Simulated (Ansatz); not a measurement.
Rows from a G0W0 calculation on Li on the K site in KF (32-atom cell) (Ansatz 0.2.0; G0W0 on LDA, plane waves, PAW; PAW set soft_1; 2×2×2 mesh, 726 empty bands, screening to 90 eV, PAW set soft_1 files), in eV. Spin-orbit coupling is left out.

| row | k | band | start | Σx | Σc at the solution | Vxc |
| --- | --- | --- | --- | --- | --- | --- |
| A | Γ | v4 | 0.706 | -30.594 | 5.593 | -23.003 |
| B | Γ | c5 | 9.155 | -6.396 | -2.951 | -11.432 |
| C | Γ | c2 | 8.659 | -3.901 | -3.064 | -9.251 |
| D | Γ | c1 | 6.396 | -4.885 | -2.954 | -9.556 |
| E | Γ | v1 | 0.754 | -30.685 | 5.622 | -23.085 |

**Question.** Give the quasiparticle energies and the shift of each level.

The quasiparticle equation reads E = start + Σx + Σc(E) − Vxc.

| row | E (eV) | shift (eV) |
| --- | --- | --- |
| A | -1.292 | −1.998 |
| B | 11.240 | +2.085 |
| C | 10.944 | +2.286 |
| D | 8.113 | +1.717 |
| E | -1.224 | −1.978 |

Limits: not at the basis limit.

[Runs of the session that timed out or met a known fault of the program may be left out.]

[Cells called generated may have been cut or substituted from an entry of the Crystallography Open Database or the Materials Project.]

[Hosts, paths, dates, database ids (printed as entryN), source tags and the programs' standing remarks are cut or masked in the printed files.]
